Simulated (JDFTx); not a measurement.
SiC (Moissanite):

```
Si C
1.0
     3.07600    0.00000    0.00000
    -1.53800    2.66389    0.00000
     0.00000    0.00000    5.04800
Si C
2 2
Direct
  0.66667 0.33333 0.50000
  0.33333 0.66667 0.00000
  0.66667 0.33333 0.88500
  0.33333 0.66667 0.38500
```

Base run:

* Program: JDFTx 1.7.0 (patched build)
* Functional: revPBE
* Potentials or basis: PseudoDojo-SR-PBE-0.5-standard with smoothed tails
* Cutoff: 1116 eV
* Density cutoff: 8925 eV
* k mesh: 10 × 10 × 5
* Occupations: fermi-dirac, width 0.05 eV
* Spin: no spin polarisation

Its results: band gap on the k mesh 2.54 eV, indirect (least direct gap 4.13 eV); pressure 4.3 GPa; largest force 0.760 eV/Å.

Problem. The run is repeated on the same cell with these changes: functional from revPBE to LDA; potentials or basis from PseudoDojo-SR-PBE-0.5-standard with smoothed tails to PseudoDojo-SR-LDA-0.4.1-standard. What comes out?

Solution. Band gap on the k mesh 2.38 eV, indirect (least direct gap 4.00 eV); pressure -4.5 GPa; largest force 0.731 eV/Å.

Caveats: the empty levels aren't tightly converged; an odd mesh through Γ misses points on the zone boundary, where band edges often lie; the potentials were made for another functional, which shifts forces and pressure (some runs).
